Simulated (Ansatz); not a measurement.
## AlN, rock salt: band edges under a change of volume

How fast do the gaps move when the cell is scaled evenly? The geometries come from the semilocal relaxation. The symmetry of the cell is held, so distortions that would lower it, which this phase may prefer, aren't tested.

Calculated with Ansatz 0.2.0, HSE06, PAW files of the set soft_1, cutoff 600 eV, Fermi–Dirac smearing 0.02 eV, k-mesh 8×8×8, no spin polarisation, no spin-orbit coupling.

Reference cell, relaxed at zero pressure with PBEsol (Fm-3m): a = 2.8599 Å, b = 2.8599 Å, c = 2.8599 Å, α = 60.00°, β = 60.00°, γ = 60.00°.

```csv
atom,x,y,z
Al,0.0000,0.0000,0.0000
N,0.5000,0.5000,0.5000
```

Levels are read on the k-mesh and along lines from Γ to X = (0.5, 0, 0.5), L = (0.5, 0.5, 0.5), K = (0.375, 0.375, 0.75) and W = (0.5, 0.25, 0.75) in the reciprocal basis of this cell (the letters only name these points), and count from the highest filled level.

```csv
ln(V/V0),gap (eV),direct gap at Γ (eV),lowest empty at X (eV)
−0.0619,6.450,8.186,6.450
−0.0408,6.468,7.841,6.468
−0.0202,6.244,7.509,6.244
0.0000,6.028,7.189,6.028
0.0198,5.820,6.881,5.820
0.0583,5.425,6.299,5.425
```

**Question.** Fit the direct gap at Γ and give it at ln(V/V0) = 0.0392, a row left out above.

A straight line through the 6 rows: the means are −0.007467 for ln(V/V0) and 7.3175 for the level, Σ(Δx)² = 0.009361 and ΣΔxΔy = −0.147, so the slope is −0.147/0.009361 = −15.705 and the intercept 7.3175 − (−15.705)(−0.007467) = 7.2002.

The slope is the volume deformation potential of this gap, −15.70 eV, as a mean over the range. The line gives 6.585 eV. The run itself gives 6.585 eV, so the estimate misses by 0.000 eV; the fitted rows themselves lie up to 0.014 eV off the law.

The gap lies below the direct one at Γ in every row.

[Logs are printed without paths, hosts, clocks, repeated set-up lines and the standing remarks that a program may print on its own settings, such as how far it seeks lower states.]
